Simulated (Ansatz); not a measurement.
# Si: a line through an energy map

How does the energy of Si (Fd-3m, No. 227; 2 atoms in the cell) vary with equal normal strain along x and y, at amplitude of mode 4 (513 cm⁻¹) = −0.012 Å?

Method: DFT LDA, scalar-relativistic, plane waves, PAW, in Ansatz 0.2.0.

10 further runs of the same task are left out: 10 set aside as unsound or not needed.

**1. The system as given**

Symmetry: Fd-3m, No. 227, cubic system. Conventional cell: a = 5.402 Å, b = 5.402 Å, c = 5.402 Å, α = 90.00°, β = 90.00°, γ = 90.00°. Si (site symmetry -43m) is surrounded by 4 Si at 2.34 Å.

Structure file:

```cif
data_structure
_symmetry_space_group_name_H-M 'P 1'
_symmetry_Int_Tables_number 1
_cell_length_a 3.8198
_cell_length_b 3.8198
_cell_length_c 3.8198
_cell_angle_alpha 60.000
_cell_angle_beta 60.000
_cell_angle_gamma 60.000
_cell_volume 39.41
loop_
_atom_site_label
_atom_site_type_symbol
_atom_site_fract_x
_atom_site_fract_y
_atom_site_fract_z
_atom_site_occupancy
Si1 Si 0.50000 0.50000 0.50000 1
Si2 Si 0.75000 0.75000 0.75000 1
```

This cell was relaxed beforehand with the same method: volume 19.70 Å³/atom, gap on the mesh 0.44 eV.

**2. Plan of the line**

The energy is mapped over a normal mode and a strain (zone-centre modes of the cell shown) (x along [1 0 0], y along [0 1 0], z along [0 0 1] of the conventional cell).

First coordinate, amplitude of mode 4 (513 cm⁻¹), largest displacement in the unstrained cell: 11 values from −0.060 Å. Second coordinate, equal normal strain along x and y: 7 values from −4.00 %.

Nothing else is relaxed (the pattern is fixed in fractional coordinates). Energies count from the relaxed high-symmetry cell. Points are written as (first, second).

The modes come from a phonon run on the reference cell, made beforehand.

The patterns, per unit of each coordinate (Å):

| atom | x1 | y1 | z1 |
| --- | --- | --- | --- |
| Si1 | 1.000 | 0.000 | 0.000 |
| Si2 | -1.000 | 0.000 | 0.000 |

**3. Grid point (−0.012 Å, −4.00 %)**

File input.yaml:

```yaml
crystal:
  lattice:
    - [0.0, 2.5929346428, 2.7009735863]
    - [2.5929346428, 0.0, 2.7009735863]
    - [2.5929346428, 2.5929346428, 0.0]
  atoms:
    - { symbol: Si, position: [0.5022214212, 0.4977785788, 0.4977785788] }
    - { symbol: Si, position: [0.7477785788, 0.7522214212, 0.7522214212] }
basis:
  ecutwfc: 420
kpoints:
  mp_grid: { grid: [12, 12, 12] }
hamiltonian:
  xc: lda
scf:
  occupations: { method: gaussian, width: 0.05 }
output:
  forces: true
  stress: true
  eigenvalues: true
```

The run is started by

```sh
> ansatz run input.yaml --threads 1 --pin off --max-ram 2048MiB --backend cpu --events-out ev --progress --plain --runs-dir out
```

Log, shortened:

```text
Warning: RAYON_NUM_THREADS=1 ignored (pool sized by the plan → 1); use --threads N
[...]
Pseudopotentials: kind: paw
Pseudopotential: Si, paw, valence charge 4, recommended cutoff 420 eV (normal), Si.paw.azcp
Functional definition: SPW92
[...]
Crystal: 2 atoms, lattice volume = 36.319 Å³
Basis set: ecut = 420 eV, 725 PW (Γ)
Bands: 8, of which v1, the nominal top of the filled ones, is band 4 counted from 1 (3 counted from 0)
Symmetry: 4 space group operations
Space group: C2/c (ITA 15), of the structure as read, at distance tolerance 3.3e-5 Å
k-points: 476 of 1728
[...]
SCF iter   1: F=—  HF=-1217.197202 eV  |F-HF|=—  |Δ(HF+E_count)|=         —  Δρ=4.08e-3  dr2=4.30e-3  ethr=1.77e-3  ⟨swp⟩=6.1  Hψ=34721  notcnv=0
[...]
SCF iter   6: F=-1217.195746 eV  HF=-1217.195746 eV  |F-HF|=2.08e-10  |Δ(HF+E_count)|=   2.42e-9  Δρ=7.69e-7  dr2=2.76e-10  ethr=6.37e-11  ⟨swp⟩=2.1  Hψ=13037  notcnv=0
[...]
SCF converged after 6 iterations
Free energy (F): -1217.195746 eV
[...]
E sigma→0 (E₀):  -1217.195709 eV
Entropy (-TS):   -0.000073 eV (-0.037 meV/atom)
Fermi energy:    7.256825 eV
[...]
--- Forces (eV/Å), atoms counted from 1 ---
  atom   1  Si     0.36042870     0.00000000     0.00000000
  atom   2  Si    -0.36042870     0.00000000    -0.00000000
[...]
--- Stress (GPa, compression-positive) ---
       10.642744       0.000000      -0.000000
        0.000000      10.687053      -1.425335
       -0.000000      -1.425335       6.536904
  P = ⅓ Tr σ = 9.2889 GPa (92.889 kbar)
--- Band table (eV; the first three rows and the last of 476) ---
  k-point 0: bands = ["-5.5399", "6.8749", "7.2278", "7.2638", "9.6211", "9.6448", "9.8058", "11.4206"]
[...]
```

It took 6.6 s on 1 thread of Arm Neoverse V2, shared host; peak memory 0.47 GiB.

On the map this point reads 101 meV.

**4. Point (−0.012 Å, −1.33 %)**

Edit input.yaml of step 3 so:

```diff
@@ -2,5 +2,5 @@
   lattice:
-    - [0.0, 2.5929346428, 2.7009735863]
-    - [2.5929346428, 0.0, 2.7009735863]
-    - [2.5929346428, 2.5929346428, 0.0]
+    - [0.0, 2.6650506376, 2.7009735863]
+    - [2.6650506376, 0.0, 2.7009735863]
+    - [2.6650506376, 2.6650506376, 0.0]
   atoms:
```

The run is started by

```sh
> ansatz run input.yaml --threads 1 --pin off --max-ram 2048MiB --backend cpu --events-out ev --progress --plain --runs-dir out
```

Log, shortened:

```text
[...]
SCF converged after 6 iterations
Free energy (F): -1217.282448 eV
[...]
E sigma→0 (E₀):  -1217.282447 eV
Entropy (-TS):   -0.000000 eV (-0.000 meV/atom)
Fermi energy:    6.731268 eV
[...]
--- Forces (eV/Å), atoms counted from 1 ---
  atom   1  Si     0.33828635     0.00000000     0.00000000
  atom   2  Si    -0.33828635     0.00000000     0.00000000
[...]
--- Stress (GPa, compression-positive) ---
        3.164520       0.000000       0.000000
        0.000000       3.208167      -1.109724
        0.000000      -1.109724       1.887092
  P = ⅓ Tr σ = 2.7533 GPa (27.533 kbar)
--- Band table (eV; the first three rows and the last of 476) ---
  k-point 0: bands = ["-5.7557", "6.3647", "6.5405", "6.6165", "8.9881", "9.0336", "9.1293", "10.1778"]
[...]
```

Run time: 6.8 s. Hardware: 1 thread of Arm Neoverse V2, shared host; peak memory 0.48 GiB.

Energy on the map's scale: 14 meV.

**5. The run at (−0.012 Å, 0.00 %)**

Edit input.yaml of step 4 so:

```diff
@@ -2,5 +2,5 @@
   lattice:
-    - [0.0, 2.6650506376, 2.7009735863]
-    - [2.6650506376, 0.0, 2.7009735863]
-    - [2.6650506376, 2.6650506376, 0.0]
+    - [0.0, 2.7009735863, 2.7009735863]
+    - [2.7009735863, 0.0, 2.7009735863]
+    - [2.7009735863, 2.7009735863, 0.0]
   atoms:
```

The run is started by

```sh
> ansatz run input.yaml --threads 1 --pin off --max-ram 2048MiB --backend cpu --events-out ev --progress --plain --runs-dir out
```

Log, shortened:

```text
Warning: RAYON_NUM_THREADS=1 ignored (pool sized by the plan → 1); use --threads N
[...]
Pseudopotentials: kind: paw
Pseudopotential: Si, paw, valence charge 4, recommended cutoff 420 eV (normal), Si.paw.azcp
Functional definition: SPW92
[...]
Crystal: 2 atoms, lattice volume = 39.409 Å³
Basis set: ecut = 420 eV, 749 PW (Γ)
Bands: 8, of which v1, the nominal top of the filled ones, is band 4 counted from 1 (3 counted from 0)
Symmetry: 8 space group operations
Space group: Imma (ITA 74), of the structure as read, at distance tolerance 3.4e-5 Å
k-points: 280 of 1728
[...]
SCF iter   1: F=—  HF=-1217.293440 eV  |F-HF|=—  |Δ(HF+E_count)|=         —  Δρ=4.21e-3  dr2=4.12e-3  ethr=1.77e-3  ⟨swp⟩=6.1  Hψ=20163  notcnv=0
[...]
SCF iter   6: F=-1217.292649 eV  HF=-1217.292649 eV  |F-HF|=1.07e-10  |Δ(HF+E_count)|=   3.84e-9  Δρ=5.23e-7  dr2=1.67e-10  ethr=1.60e-10  ⟨swp⟩=2.1  Hψ=7901  notcnv=0
[...]
SCF converged after 6 iterations
Free energy (F): -1217.292649 eV
[...]
E sigma→0 (E₀):  -1217.292649 eV
Fermi energy:    6.490720 eV
[...]
--- Forces (eV/Å), atoms counted from 1 ---
  atom   1  Si     0.32602680    -0.00000000    -0.00000000
  atom   2  Si    -0.32602680     0.00000000     0.00000000
[...]
--- Stress (GPa, compression-positive) ---
       -0.002043      -0.000000      -0.000000
       -0.000000       0.037589      -0.971797
       -0.000000      -0.971797       0.037589
  P = ⅓ Tr σ = 0.0244 GPa (0.244 kbar)
--- Band table (eV; the first three rows and the last of 280) ---
  k-point 0: bands = ["-5.8562", "6.1022", "6.2201", "6.3353", "8.6833", "8.7493", "8.8195", "9.5809"]
[...]
```

It took 4.3 s on 1 thread of Arm Neoverse V2, shared host; peak memory 0.42 GiB.

Energy on the map's scale: 3.9 meV.

**6. Grid point (−0.012 Å, 1.33 %)**

Edit input.yaml of step 5 so:

```diff
@@ -2,5 +2,5 @@
   lattice:
-    - [0.0, 2.7009735863, 2.7009735863]
-    - [2.7009735863, 0.0, 2.7009735863]
-    - [2.7009735863, 2.7009735863, 0.0]
+    - [0.0, 2.736896535, 2.7009735863]
+    - [2.736896535, 0.0, 2.7009735863]
+    - [2.736896535, 2.736896535, 0.0]
   atoms:
```

The run is started by

```sh
> ansatz run input.yaml --threads 1 --pin off --max-ram 2048MiB --backend cpu --events-out ev --progress --plain --runs-dir out
```

Log, shortened:

```text
Warning: RAYON_NUM_THREADS=1 ignored (pool sized by the plan → 1); use --threads N
[...]
Pseudopotentials: kind: paw
Pseudopotential: Si, paw, valence charge 4, recommended cutoff 420 eV (normal), Si.paw.azcp
Functional definition: SPW92
[...]
Crystal: 2 atoms, lattice volume = 40.464 Å³
Basis set: ecut = 420 eV, 781 PW (Γ)
Bands: 8, of which v1, the nominal top of the filled ones, is band 4 counted from 1 (3 counted from 0)
Symmetry: 4 space group operations
Space group: C2/c (ITA 15), of the structure as read, at distance tolerance 3.4e-5 Å
k-points: 476 of 1728
[...]
SCF iter   1: F=—  HF=-1217.283986 eV  |F-HF|=—  |Δ(HF+E_count)|=         —  Δρ=4.32e-3  dr2=4.50e-3  ethr=1.77e-3  ⟨swp⟩=6.1  Hψ=34388  notcnv=0
[...]
SCF iter   6: F=-1217.283250 eV  HF=-1217.283250 eV  |F-HF|=2.82e-10  |Δ(HF+E_count)|=   4.02e-9  Δρ=1.02e-6  dr2=4.81e-10  ethr=2.13e-10  ⟨swp⟩=2.1  Hψ=13893  notcnv=0
[...]
SCF converged after 6 iterations
Free energy (F): -1217.283250 eV
[...]
E sigma→0 (E₀):  -1217.283250 eV
Entropy (-TS):   -0.000000 eV (-0.000 meV/atom)
Fermi energy:    6.213798 eV
[...]
--- Forces (eV/Å), atoms counted from 1 ---
  atom   1  Si     0.31374873     0.00000000     0.00000000
  atom   2  Si    -0.31374873     0.00000000     0.00000000
[...]
--- Stress (GPa, compression-positive) ---
       -2.829584       0.000000       0.000000
        0.000000      -2.793797      -0.844404
        0.000000      -0.844404      -1.549966
  P = ⅓ Tr σ = -2.3911 GPa (-23.911 kbar)
--- Band table (eV; the first three rows and the last of 476) ---
  k-point 0: bands = ["-5.9523", "5.8318", "5.9132", "6.0825", "8.3827", "8.4776", "8.5293", "9.0000"]
[...]
```

It took 7 s on 1 thread of Arm Neoverse V2, shared host; peak memory 0.48 GiB.

On the map this point reads 13 meV.

**7. Point (−0.012 Å, 2.67 %)**

Edit input.yaml of step 6 so:

```diff
@@ -2,5 +2,5 @@
   lattice:
-    - [0.0, 2.736896535, 2.7009735863]
-    - [2.736896535, 0.0, 2.7009735863]
-    - [2.736896535, 2.736896535, 0.0]
+    - [0.0, 2.7730895811, 2.7009735863]
+    - [2.7730895811, 0.0, 2.7009735863]
+    - [2.7730895811, 2.7730895811, 0.0]
   atoms:
```

The run is started by

```sh
> ansatz run input.yaml --threads 1 --pin off --max-ram 2048MiB --backend cpu --events-out ev --progress --plain --runs-dir out
```

Log, shortened:

```text
[...]
SCF converged after 6 iterations
Free energy (F): -1217.255636 eV
[...]
E sigma→0 (E₀):  -1217.255636 eV
Entropy (-TS):   -0.000001 eV (-0.000 meV/atom)
Fermi energy:    5.946088 eV
[...]
--- Forces (eV/Å), atoms counted from 1 ---
  atom   1  Si     0.30137896     0.00000000     0.00000000
  atom   2  Si    -0.30137896     0.00000000    -0.00000000
[...]
--- Stress (GPa, compression-positive) ---
       -5.361625       0.000000      -0.000000
        0.000000      -5.329551      -0.726135
       -0.000000      -0.726135      -2.914430
  P = ⅓ Tr σ = -4.5352 GPa (-45.352 kbar)
--- Band table (eV; the first three rows and the last of 476) ---
  k-point 0: bands = ["-6.0449", "5.5568", "5.6167", "5.8496", "8.0840", "8.2157", "8.2551", "8.4313"]
[...]
```

Run time: 7 s. Hardware: 1 thread of Arm Neoverse V2, shared host; peak memory 0.49 GiB.

Energy on the map's scale: 41 meV.

**8. The run at (−0.012 Å, 4.00 %)**

Edit input.yaml of step 7 so:

```diff
@@ -2,5 +2,5 @@
   lattice:
-    - [0.0, 2.7730895811, 2.7009735863]
-    - [2.7730895811, 0.0, 2.7009735863]
-    - [2.7730895811, 2.7730895811, 0.0]
+    - [0.0, 2.8090125298, 2.7009735863]
+    - [2.8090125298, 0.0, 2.7009735863]
+    - [2.8090125298, 2.8090125298, 0.0]
   atoms:
```

The run is started by

```sh
> ansatz run input.yaml --threads 1 --pin off --max-ram 2048MiB --backend cpu --events-out ev --progress --plain --runs-dir out
```

Log, shortened:

```text
Warning: RAYON_NUM_THREADS=1 ignored (pool sized by the plan → 1); use --threads N
[...]
Pseudopotentials: kind: paw
Pseudopotential: Si, paw, valence charge 4, recommended cutoff 420 eV (normal), Si.paw.azcp
Functional definition: SPW92
[...]
Crystal: 2 atoms, lattice volume = 42.624 Å³
Basis set: ecut = 420 eV, 845 PW (Γ)
Bands: 8, of which v1, the nominal top of the filled ones, is band 4 counted from 1 (3 counted from 0)
Symmetry: 4 space group operations
Space group: C2/c (ITA 15), of the structure as read, at distance tolerance 3.5e-5 Å
k-points: 476 of 1728
[...]
SCF iter   1: F=—  HF=-1217.212649 eV  |F-HF|=—  |Δ(HF+E_count)|=         —  Δρ=4.52e-3  dr2=5.60e-3  ethr=1.77e-3  ⟨swp⟩=6.1  Hψ=34224  notcnv=0
[...]
SCF iter   6: F=-1217.211807 eV  HF=-1217.211807 eV  |F-HF|=5.62e-11  |Δ(HF+E_count)|=   1.60e-9  Δρ=7.37e-7  dr2=1.54e-10  ethr=1.12e-10  ⟨swp⟩=2.2  Hψ=12753  notcnv=0
[...]
SCF converged after 6 iterations
Free energy (F): -1217.211807 eV
[...]
E sigma→0 (E₀):  -1217.211803 eV
Entropy (-TS):   -0.000009 eV (-0.004 meV/atom)
Fermi energy:    5.692817 eV
[...]
--- Forces (eV/Å), atoms counted from 1 ---
  atom   1  Si     0.28899448     0.00000000     0.00000000
  atom   2  Si    -0.28899448     0.00000000    -0.00000000
[...]
--- Stress (GPa, compression-positive) ---
       -7.583532       0.000000      -0.000000
        0.000000      -7.555142      -0.618258
       -0.000000      -0.618258      -4.063261
  P = ⅓ Tr σ = -6.4006 GPa (-64.006 kbar)
--- Band table (eV; the first three rows and the last of 476) ---
  k-point 0: bands = ["-6.1328", "5.2878", "5.3348", "5.6338", "7.7936", "7.8829", "7.9671", "7.9984"]
[...]
```

Run time: 7.1 s. Hardware: 1 thread of Arm Neoverse V2, shared host; peak memory 0.49 GiB.

Energy on the map's scale: 85 meV.

**9. What came out**

| equal normal strain along x and y (%) | step | energy (meV) | slope (meV per %) | pressure (GPa) | band gap on the k-mesh (eV) | largest force on an atom (eV/Å) |
| --- | --- | --- | --- | --- | --- | --- |
| −4.00 | 3 | 101 | −50 | 9.3 | 0.00 | 0.360 |
| −2.67 | – | 46 | −32 | 5.8 | 0.14 | 0.350 |
| −1.33 | 4 | 14 | −15 | 2.8 | 0.24 | 0.338 |
| 0.00 | 5 | 3.9 | 0 | 0.0 | 0.32 | 0.326 |
| 1.33 | 6 | 13 | 14 | −2.4 | 0.27 | 0.314 |
| 2.67 | 7 | 41 | 27 | −4.5 | 0.20 | 0.301 |
| 4.00 | 8 | 85 | 39 | −6.4 | 0.13 | 0.289 |

Energies count from the relaxed high-symmetry cell. Rows without a step come from runs not printed here or follow by symmetry. Slopes come from the forces (and the stress, where the cell changes), not from differences of energies.

What this shows: The lowest point of the line is at 0.00 %, 3.9 meV from the zero. Energies and slopes round the minimum, fitted together, put the minimum at 0.007 %, with a curvature of about 11 meV per %². The highest point computed, at −4.00 %, lies 97 meV above the lowest. The gap on the mesh reads zero on part of the line; semilocal functionals close small gaps early. This is one cut through a surface in two coordinates; the map's lowest point lies off it. The gap on the mesh closes on part of the grid.

Counted by bands, a gap of 0.02 eV stays open on the mesh in one run that reads as metallic: the smearing reaches across it.
